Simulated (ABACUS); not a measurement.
Crystal: GaP.

```xyz
2
Lattice="0.0000 2.7252 2.7252 2.7252 0.0000 2.7252 2.7252 2.7252 0.0000" Properties=species:S:1:pos:R:3 pbc="T T T"
Ga    0.0000    0.0000    0.0000
P     4.0879    4.0879    4.0879
```

Base run:

```yaml
Program: ABACUS 3.10.1
Functional: BLYP
Potentials_or_basis: PseudoDojo NC SR 0.5 PBE standard
Cutoff: 1102 eV
Density_cutoff: 4408 eV
Basis: plane waves
k_mesh: 6 × 6 × 6
Occupations: fermi-dirac, width 0.05 eV
Spin: no spin polarisation
```

Its results: band gap on the k mesh 1.66 eV, indirect (least direct gap 1.71 eV); pressure 6.1 GPa.

**Question.** After a change of settings the same cell gave: band gap on the k mesh 1.67 eV, indirect (least direct gap 1.76 eV); pressure 4.9 GPa. Which change was it?
A. functional from BLYP to PBE; potentials or basis from PseudoDojo NC SR 0.5 PBE standard to SPMS ONCV 1.0 PBE
B. functional from BLYP to rPW86PBE; potentials or basis from PseudoDojo NC SR 0.5 PBE standard to PseudoDojo NC SR 0.4.1 PBE standard
C. functional from BLYP to B86bPBE; potentials or basis from PseudoDojo NC SR 0.5 PBE standard to GBRV ultrasoft 1.5 PBE; cutoff from 1102 eV to 544 eV; density cutoff from 4408 eV to 4354 eV; valence electrons from 18 to 24
D. potentials or basis from PseudoDojo NC SR 0.5 PBE standard to PseudoDojo NC SR 0.5 PBE stringent; cutoff from 1102 eV to 1551 eV; density cutoff from 4408 eV to 6204 eV; valence electrons from 18 to 26

**Answer.** B.

Caveats: the potentials were made for another functional, which shifts forces and pressure.

Not every run made on this cell is shown here.
